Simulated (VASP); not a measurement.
Wanted: the native input for a VASP 6.6.1 run.

```
Task                   : single point
Functional             : PBEsol
Potentials or basis    : VASP PAW PBE potentials, release 64 (Li_sv)
Cutoff                 : 520 eV
k mesh                 : 10 × 10 × 10
Occupations            : gaussian, width 0.01 eV
Spin                   : collinear spin, typed start
Starting moments       : [1.0] μB
Fixed moment           : 1 μB
Dipole correction      : no
Further INCAR settings : ALGO = Normal; EDIFF = 1e-07; NBANDS = 12
```

The structure of Li lies in POSCAR:

```
Li
1.0
    0.0000000000      2.2451874350      2.2451874350
    2.2451874350      0.0000000000      2.2451874350
    2.2451874350      2.2451874350      0.0000000000
Li
1
Direct
    0.0000000000      0.0000000000      0.0000000000
```

This isn't the form of Li at room conditions, which is bcc.

The cell isn't the ideal one: volume scaled by 1.06.

The input as run:

INCAR

```
ALGO = Normal ; EDIFF = 1E-7
ENCUT = 520 ; GGA = PS
ISIF = 2 ; ISMEAR = 0
ISPIN = 2 ; LASPH = True
LCHARG = True ; LELF = True
LORBIT = 11 ; LREAL = False
LVHAR = True ; LWAVE = False
MAGMOM = 1 ; NBANDS = 12
NELM = 150 ; NUPDOWN = 1.0
PREC = Accurate ; SIGMA = 0.01
```

KPOINTS

```
k-points
0
Gamma
  10 10 10
```

Potentials or basis: VASP PAW PBE potentials, release 64 (Li_sv).

Run with:

```console
$ cat potpaw_PBE.64/Li_sv/POTCAR > POTCAR
$ mpirun -np 1 vasp_std > vasp.out
```

It gave:

```json
{"Net moment": "1.00 μB per cell", "Site moments": "Li +0.10 μB", "Valence electrons inside the program's atomic spheres": "Li 2.08"}
```

Caveat: the total moment is fixed, so each spin has its own Fermi level.

Run time: 18 s on 1 thread of Intel(R) Xeon(R) Platinum 8488C (Sapphire Rapids) (shared host), peak memory 0.14 GiB.
